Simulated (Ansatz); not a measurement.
Runs of Ansatz 0.2.0 on CoO. The structure is trigonal, space group R-3m (No. 166). The conventional cell has a = 3.011 Å, b = 3.011 Å, c = 7.320 Å, α = 90.00°, β = 90.00°, γ = 120.00°. Co (site symmetry -3m) is surrounded by 6 O at 2.12 Å. Around O (site symmetry -3m) lie 6 Co at 2.12 Å. The cell is a database's computed one.

```csv
task,level,U,cell,cutoff (eV),smearing,points for each segment of the path,hubbard projectors,double counting,gap on the mesh (eV),pressure (GPa),moment (μB)
relaxation of cell and atoms,RPBE+D4,-,relaxed,420,fermi-dirac 0.05 eV,-,-,-,none,0.0,2.90
band structure,PBEsol+U,Co d U = 3 eV,as given,420,fermi-dirac 0.05 eV,14,ortho-atomic (the default),fll (the default),0.93,0.7,3.00
projected density of states,r2SCAN+U,Co d U = 2 eV,as given,500,fermi-dirac 0.05 eV,-,ortho-atomic (the default),fll (the default),1.66,(a),3.00
density of states,RPBE+U,Co d U = 3 eV,as given,420,gaussian 0.02 eV,-,ortho-atomic (the default),fll,1.23,16.2,3.00
single point,PBE,-,"another cell of the same crystal, with 2 atoms",420,gaussian 0.1 eV,-,-,-,none,-0.1,2.91
single point,LDA,-,"another cell of the same crystal, with 2 atoms",420,gaussian 0.05 eV,-,-,-,none,(b),2.85
band structure,PBEsol+U,Co d U = 1 eV,as given,420,fermi-dirac 0.05 eV,14,ortho-atomic (the default),fll (the default),none,-3.8,(d)
projected density of states,r2SCAN+U,Co d U = 3 eV,as given,500,fermi-dirac 0.05 eV,-,ortho-atomic (the default),fll (the default),2.02,5.0,3.00
projected density of states,r2SCAN+U,Co d U = 1 eV,as given,500,fermi-dirac 0.05 eV,-,ortho-atomic (the default),fll (the default),1.06,2.1,3.00
band structure,PBEsol+U,Co d U = 4 eV,as given,420,fermi-dirac 0.05 eV,14,ortho-atomic (the default),fll (the default),(c),2.2,3.00
band structure,PBEsol+U,Co d U = 8 eV,as given,420,fermi-dirac 0.05 eV,14,ortho-atomic (the default),fll (the default),1.79,7.5,3.00
```

Alike in all rows: potentials or basis Ansatz PAW; spin collinear, ferromagnetic start; k mesh 11 × 11 × 11.

Question: Estimate the missing entries.

Answer: (a) 3.6; (b) -18.1; (c) 1.42; (d) 2.96.

Caveats: a cell with one magnetic atom can't hold antiferromagnetic order, which such compounds often take; the PAW data sets come from PBE, with cores solved anew for the run's functional, which leaves a small shift of forces and pressure (some runs); the magnetic or orbital state may not be the lowest (some runs); odd divisions of the mesh miss points on the zone boundary, where band edges often lie, so the gap on the mesh can be too wide (some runs); semilocal functionals often make such compounds metallic where correlation or magnetic order opens a gap, which also shifts bond lengths (some runs); the potentials were made for another functional, which shifts forces and pressure (some runs); the plane-wave basis is chosen anew once the cell has moved, so the energies of steps on either side of that aren't comparable (some runs).

A k mesh can miss the band edges.

A gap of «none» marks a metal or a gap under the smearing width.

Not every run made on this cell is shown here.
